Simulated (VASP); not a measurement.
Runs of VASP 6.6.1 on CdTe. It takes space group F-43m (No. 216, cubic). The conventional cell has a = 6.496 Å, b = 6.496 Å, c = 6.496 Å, α = 90.00°, β = 90.00°, γ = 90.00°. Cd (site symmetry -43m) is surrounded by 4 Te at 2.81 Å. Te (site symmetry -43m) has 4 Cd at 2.81 Å as nearest neighbours. 

```tsv
task	level	cell	k mesh	cutoff (eV)	grid for exact exchange (PRECFOCK)	screening parameter	exchange at q = 0	share of exact exchange	gap on the mesh (eV)	pressure (GPa)
band structure	PBE	F-43m, 34.26 Å³/atom	6 × 6 × 6	520	Fast	-	-	-	0.75	2.4
band structure	HSE06	F-43m, 34.26 Å³/atom	6 × 6 × 6	520	Fast	0.2 1/A	-	-	1.54	(b)
band structure	PBE-EpsX	F-43m, 34.26 Å³/atom	6 × 6 × 6	520	Fast	-	truncated	0.0946	1.25	1.9
relaxation of cell and atoms	PBEsol	relaxed	8 × 8 × 8	600	-	-	-	-	0.64	0.0
band structure	PBE0	F-43m, 34.26 Å³/atom	6 × 6 × 6	520	Fast	-	truncated	-	(c)	(a)
```

Alike in all rows: potentials or basis VASP PAW PBE potentials, release 64 (Cd, Te); no spin polarisation; smearing gaussian 0.03 eV.

Q: Estimate the missing entries.

A: (a) 1.2; (b) 1.3; (c) 2.12.

Caveats: spin-orbit coupling is left out, which moves the levels of the heavy elements; the PAW data sets were made with another functional, which shifts forces and pressure a little (some runs).

A k mesh can miss the band edges, and the runs leave out spin-orbit coupling on Cd, Te.
